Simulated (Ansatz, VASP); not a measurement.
# One calculation of BeTe, two programs

```
Be Te
1.0
     3.36506    0.00000    0.00000
     0.00000    3.36506    0.00000
     0.00000    0.00000    3.36506
Be Te
1 1
Direct
  0.00000 0.00000 0.00000
  0.50000 0.50000 0.50000
```

The cell was built by a generator and needn't be a form met in nature.

Alike in both runs: task single point; functional HSE06; k mesh 4 × 4 × 4; occupations fermi-dirac, width 0.02 eV; no spin polarisation.

```csv
,VASP,Ansatz
version,VASP 6.6.1,Ansatz 0.2.0
potentials or method,"VASP PAW PBE potentials, release 64 (Be, Te)","plane waves, PAW"
plane-wave cutoff (eV),520,420
valence electrons in the cell,8,18
```

VASP gave:

```
pressure (GPa) : -3.1
```

Which values does Ansatz return?

Pressure (GPa): -2.7.

The two sets of potentials don't hold the same shells in valence. Ansatz warned: «filled_band_counts_differ_across_k_points».

Caveats: the k mesh is coarse (spacing up to 0.47 Å⁻¹), so the values aren't converged, least of all with exact exchange; the PAW data sets were made with another functional, which shifts forces and pressure a little (VASP). Spin-orbit coupling is left out, which matters for the levels of Te.
